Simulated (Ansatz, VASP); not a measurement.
# Cross-check of B5P5H4 (armchair BP ribbon N=5 H edges) between VASP and Ansatz

Wanted: the spread between two codes on one cell, functional and k mesh. The structure shown is the start of the Ansatz relaxation below; VASP solves that cell, so the two are compared at the walk's first step.

Calculated with Ansatz 0.2.0; plane waves, with VASP 6.6.1 beside it; single point at PBE.

## Step 1: Starting point

The cell holds 14 atoms: 5 B, 5 P and 4 H. Its edges and angles: a = 15.833 Å, b = 7.000 Å, c = 5.580 Å, α = 90.0°, β = 90.0°, γ = 90.0°. Vacuum lies along a and b. The structure's axis is c.

## Step 2: Ansatz: relaxation, PBE

Ansatz runs on its default PAW (the set named soft_2) files.

The two programs are compared at the cell with which this relaxation starts, whose forces are those of its first step.

The input, input.yaml:

```yaml
crystal:
  lattice:
    - [15.833, 0.0, 0.0]
    - [0.0, 7.0, 0.0]
    - [0.0, 0.0, 5.58]
  atoms:
    - { symbol: B, position: [0.296539826, 0.5, 0.0] }
    - { symbol: B, position: [0.500014499, 0.5, 0.0] }
    - { symbol: B, position: [0.703489172, 0.5, 0.0] }
    - { symbol: P, position: [0.296539826, 0.5, 0.333333333] }
    - { symbol: P, position: [0.500014499, 0.5, 0.333333333] }
    - { symbol: P, position: [0.703489172, 0.5, 0.333333333] }
    - { symbol: H, position: [0.221057285, 0.5, 0.456989247] }
    - { symbol: H, position: [0.778971712, 0.5, 0.456989247] }
    - { symbol: B, position: [0.398277162, 0.5, 0.5] }
    - { symbol: B, position: [0.601751835, 0.5, 0.5] }
    - { symbol: P, position: [0.398277162, 0.5, 0.833333333] }
    - { symbol: P, position: [0.601751835, 0.5, 0.833333333] }
    - { symbol: H, position: [0.233637709, 0.5, 0.896953405] }
    - { symbol: H, position: [0.766391289, 0.5, 0.896953405] }
kpoints:
  mp_grid: { grid: [1, 1, 15] }
scf:
  occupations: { method: fermi_dirac, width: 0.05 }
hamiltonian:
  xc: pbe
relax:
  cell: { fix: [a, b, alpha, beta, gamma] }
  max_steps: 45
  f_tol: 0.03
```

Command:

```
> ansatz run input.yaml --threads 4 --pin off --max-ram 16384MiB --backend cpu --events-out ev --progress --plain --runs-dir out
```

Numbers of over 12 decimals in the logs are rounded to 6 here.

Log:

```text
Engine: ansatz 0.2.0, aarch64-unknown-linux-gnu
Pseudopotentials: kind: paw
Pseudopotential: B, paw, valence charge 3, recommended cutoff 420 eV (normal), B.paw.azcp
Pseudopotential: P, paw, valence charge 5, recommended cutoff 420 eV (normal), P.paw.azcp
Pseudopotential: H, paw, valence charge 1, recommended cutoff 420 eV (normal), H.paw.azcp
Functional definition: PBE
  parameter kappa = 0.804
  parameter beta = 0.066725
  exchange = pbe_x(kappa = kappa, mu = beta*pi^2/3)
  correlation = pbe_c(beta = beta)
Crystal: 14 atoms, lattice volume = 618.437 Å³
Basis set: ecut = 420 eV, 12077 PW (Γ), exchange–correlation on 216×96×80 points (8 copies of the dense FFT grid, shifted against one another)
Bands: 36, of which v1, the nominal top of the filled ones, is band 22 counted from 1 (21 counted from 0)
Symmetry: 4 space group operations
Space group: Pmm2 (ITA 25), of the structure as read, at distance tolerance 8.5e-5 Å
k-points: 8 of 15 (time reversal used)
Non-local potential: B, projectors of the file, l = 0: 2, l = 1: 2, l = 2: 1
Non-local potential: P, projectors of the file, l = 0: 2, l = 1: 2, l = 2: 2
Non-local potential: H, projectors of the file, l = 0: 2, l = 1: 1
PAW form: soft (Blöchl's): semilocal exchange-correlation on the pseudo side does not see the compensation charge
PAW one-centre angular grid: B, 110 points (default); XC on 64 Gauss nodes
PAW one-centre angular grid: P, 110 points (default); XC on 64 Gauss nodes
PAW one-centre angular grid: H, 110 points (default); XC on 64 Gauss nodes
Initial density: superposition of atomic densities (neutral atoms: chi_scale 0, normalization atom), corrected by the library's trained network
Initial wavefunctions: pseudopotential atomic-orbital guess
Functional: x = pbe(κ = 0.804, μ = 0.219515), c = pbe(β = 0.066725)
SCF iter   1: F=—  HF=-4620.845841 eV  |F-HF|=—  |Δ(HF+E_count)|=         —  Δρ=1.57e-3  dr2=4.18e-2  ethr=1.77e-3  ⟨swp⟩=8.1  Hψ=1820  notcnv=0  defer=14
preconditioner: auto → Resta (q_TF=auto, 1.756 Å⁻¹)  ε∞=2.0  [insulator: Δε(μ)=1.144 eV  Ē_g=9.828 eV  σ=0.050 eV  W_gap=1.00  n_scr=56 (ndim 8)  ℏωp=9.9 eV  f_vac=0.585  D(μ)=0.00/eV (n_scr^D=0)  ε∞_Penn≈2.0  vacuum switching on, ρ_ref=7.0e-3 e/Å³]
SCF iter   2: F=—  HF=-4620.854308 eV  |F-HF|=—  |Δ(HF+E_count)|=   8.47e-3  Δρ=8.03e-4  dr2=8.75e-3  ethr=9.51e-5  ⟨swp⟩=3.6  Hψ=562  notcnv=0  defer=40
SCF iter   3: F=—  HF=-4620.856862 eV  |F-HF|=—  |Δ(HF+E_count)|=   2.55e-3  Δρ=3.93e-4  dr2=2.42e-3  ethr=1.99e-5  ⟨swp⟩=2.1  Hψ=398  notcnv=0  defer=40
SCF iter   4: F=—  HF=-4620.858626 eV  |F-HF|=—  |Δ(HF+E_count)|=   1.76e-3  Δρ=1.24e-4  dr2=2.31e-4  ethr=5.51e-6  ⟨swp⟩=4.1  Hψ=497  notcnv=0  defer=40
SCF iter   5: F=—  HF=-4620.858621 eV  |F-HF|=—  |Δ(HF+E_count)|=   4.75e-6  Δρ=5.20e-5  dr2=2.26e-5  ethr=5.24e-7  ⟨swp⟩=2.2  Hψ=425  notcnv=0  defer=40
SCF iter   6: F=—  HF=-4620.858632 eV  |F-HF|=—  |Δ(HF+E_count)|=   1.07e-5  Δρ=1.66e-5  dr2=3.11e-6  ethr=5.14e-8  ⟨swp⟩=2.0  Hψ=422  notcnv=0  defer=40
SCF iter   7: F=—  HF=-4620.858634 eV  |F-HF|=—  |Δ(HF+E_count)|=   2.24e-6  Δρ=5.83e-6  dr2=1.77e-7  ethr=7.07e-9  ⟨swp⟩=2.5  Hψ=428  notcnv=0  defer=40
SCF iter   8: F=-4620.858636 eV  HF=-4620.858636 eV  |F-HF|=2.51e-8  |Δ(HF+E_count)|=   1.23e-6  Δρ=1.64e-6  dr2=2.14e-8  ethr=2.27e-10  ⟨swp⟩=5.2  Hψ=952  notcnv=0
SCF 1 converged in 8 iterations: F = -4620.858636 eV  dr2 = 2.14e-8
  greatest PAW one-centre occupation: 0.775 electrons in one spin orbital (limit 2), on the P atom at site 11 (counted from 0), in its partial waves of l = 0
relax step   1: F+E_penalty+E_count = -4620.85863555 eV  Δ(F+E_penalty+E_count) = +0.000e0 eV  max|allowed force component| = 1.358e0 eV/Å  Δτ_max = 0.0000 Å  P = +0.045 GPa  Ω = 618.437 Å³  fix = [a, b, alpha, beta, gamma]  reactions: a +0.155, b +0.283 GPa  (8 SCF iters, dr2 threshold 1.00e-7 eV, accepted)
[...]
relax step   2: F+E_penalty+E_count = -4621.02089743 eV  Δ(F+E_penalty+E_count) = -1.623e-1 eV  max|allowed force component| = 5.181e-1 eV/Å  Δτ_max = 0.0719 Å  P = +0.011 GPa  Ω = 621.049 Å³  energy of the carried Pulay correction = -5.953e-4 eV  fix = [a, b, alpha, beta, gamma]  reactions: a +0.112, b +0.277 GPa  (7 SCF iters, dr2 threshold 1.40e-6 eV, accepted)
[...]
relax step   3: F+E_penalty+E_count = -4621.04212351 eV  Δ(F+E_penalty+E_count) = -2.123e-2 eV  max|allowed force component| = 4.869e-2 eV/Å  Δτ_max = 0.0219 Å  P = +0.079 GPa  Ω = 620.322 Å³  energy of the carried Pulay correction = -4.299e-4 eV  fix = [a, b, alpha, beta, gamma]  reactions: a -0.009, b +0.275 GPa  (6 SCF iters, dr2 threshold 1.40e-6 eV, accepted)
[...]
relax step   4: F+E_penalty+E_count = -4621.04233656 eV  Δ(F+E_penalty+E_count) = -2.131e-4 eV  max|allowed force component| = 2.894e-3 eV/Å  Δτ_max = 0.0026 Å  P = +0.094 GPa  Ω = 620.267 Å³  energy of the carried Pulay correction = -4.173e-4 eV  fix = [a, b, alpha, beta, gamma]  reactions: a +0.005, b +0.275 GPa  (5 SCF iters, dr2 threshold 1.48e-7 eV, accepted)
[...]
relax step   5: F+E_penalty+E_count = -4621.04277585 eV  Δ(F+E_penalty+E_count) = -4.393e-4 eV  max|allowed force component| = 2.870e-3 eV/Å  Δτ_max = 0.0000 Å  P = +0.094 GPa  Ω = 620.267 Å³  fix = [a, b, alpha, beta, gamma]  reactions: a +0.004, b +0.273 GPa  stress off target by 5.21e-3 GPa on what of the cell is left free  SCF on the basis re-selected at this cell (its energy is not comparable with the rows above)  (5 SCF iters)
basis re-selected at this cell: Δ(F+E_penalty+E_count) = -4.393e-4 eV, ΔP = -0.000 GPa vs the last step (what re-selecting the basis moved, of the pressure what is left beyond the Pulay correction that the steps carried, after the strain that the cell walked since its last selection, with what the two solves' SCF thresholds leave and, on support functions, any second-order correction that the steps lacked; it is no m [...]
SCF converged after 5 iterations
Free energy (F): -4621.042776 eV
Harris-Foulkes:  -4621.042776 eV  (|F-HF|=1.13e-8)
Internal energy: -4621.042771 eV  (E = F + TS)
E sigma→0 (E₀):  -4621.042773 eV
Entropy (-TS):   -0.000005 eV (-0.000 meV/atom)
Fermi energy:    -1.585591 eV
--- Per-component energies (eV) ---
  E_band       = -351.689274
  E_kinetic    = 644.613642
  E_local      = -4704.478414  (includes V_loc(G=0)·N_el)
  E_nonlocal   = 236.794602
  E_hartree    = 2029.697500
  E_xc         = -499.414180
  E_vxc        = -533.631161  (∫ρ·V_xc dr)
  E_paw        = -3242.704941  (= ΣΔE_a)
  E_vpaw       = -54.378229  (= ΣTr[D̂ρ^β])
  E_aug_tail   = -0.005037  (compensation charges beyond the density's cutoff)
  E_ewald      = 914.454056
  E_smearing   = -0.000005  (= −TS)
  E_closure    = -0.000000  (closes the sum)
  Σ components = -4621.042776   (vs F -4621.042776, Δ=0.00e0)
--- Forces (eV/Å), atoms counted from 1 ---
  atom   1  B      0.00283679     0.00000000    -0.00156911
  atom   2  B      0.00000000     0.00000000     0.00009542
  atom   3  B     -0.00283679     0.00000000    -0.00156911
  atom   4  P     -0.00286979     0.00000000     0.00135715
  atom   5  P      0.00000000     0.00000000    -0.00010677
  atom   6  P      0.00286979     0.00000000     0.00135715
  atom   7  H      0.00086556     0.00000000    -0.00108862
  atom   8  H     -0.00086556     0.00000000    -0.00108862
  atom   9  B     -0.00164149     0.00000000    -0.00101500
  atom  10  B      0.00164149     0.00000000    -0.00101500
  atom  11  P     -0.00008872     0.00000000     0.00170994
  atom  12  P      0.00008872     0.00000000     0.00170994
  atom  13  H     -0.00172006     0.00000000     0.00060868
  atom  14  H      0.00172006     0.00000000     0.00060868
  max |Σ_I F_I| component: 5.26e-6 eV/Å
--- Stress (GPa, compression-positive) ---
        0.004346       0.000000       0.000000
        0.000000       0.272860       0.000000
        0.000000       0.000000       0.005212
  P = ⅓ Tr σ = 0.0941 GPa (0.941 kbar)
--- Relaxed structure (4 steps of the walk, 4 accepted, 1 SCFs on fresh bases) ---
  F+E_penalty+E_count = -4621.04277585 eV   max|allowed force component| = 2.870e-3 eV/Å   (the final SCF, on the basis selected at the relaxed cell)
  cell:  # Å, volume = 620.2671 Å³
    - [15.833, 0.0, 0.0]
    - [0.0, 7.0, 0.0]
    - [0.0, 0.0, 5.596513]
  atoms:
    - { symbol: B, position: [0.296890, 0.5, 0.000946273] }
    - { symbol: B, position: [0.500014, 0.5, 0.00198996] }
    - { symbol: B, position: [0.703139, 0.5, 0.000946273] }
    - { symbol: P, position: [0.301283, 0.5, 0.325225] }
    - { symbol: P, position: [0.500014, 0.5, 0.334961] }
    - { symbol: P, position: [0.698746, 0.5, 0.325225] }
    - { symbol: H, position: [0.224366, 0.5, 0.452129] }
    - { symbol: H, position: [0.775663, 0.5, 0.452129] }
    - { symbol: B, position: [0.398906, 0.5, 0.504086] }
    - { symbol: B, position: [0.601123, 0.5, 0.504086] }
    - { symbol: P, position: [0.398232, 0.5, 0.837040] }
    - { symbol: P, position: [0.601797, 0.5, 0.837040] }
    - { symbol: H, position: [0.230475, 0.5, 0.899375] }
    - { symbol: H, position: [0.769554, 0.5, 0.899375] }
```

In the SCF lines HF is the Harris–Foulkes energy and dr2 the Hartree energy of the density residual, in eV; the loop may stop once dr2 is under the threshold and the program's other checks hold. Hψ counts applications of the Hamiltonian.

[end of part 1 of 2]

[Lines on the potential files, build, host, timing and source positions are cut from VASP's logs without a mark.]

[Logs are printed without paths, hosts, clocks, repeated set-up lines and the standing remarks that a program may print on its own settings, such as how far it seeks lower states.]

[Hosts, paths, dates, database ids (printed as entryN), source tags and the programs' standing remarks are cut or masked in the printed files.]
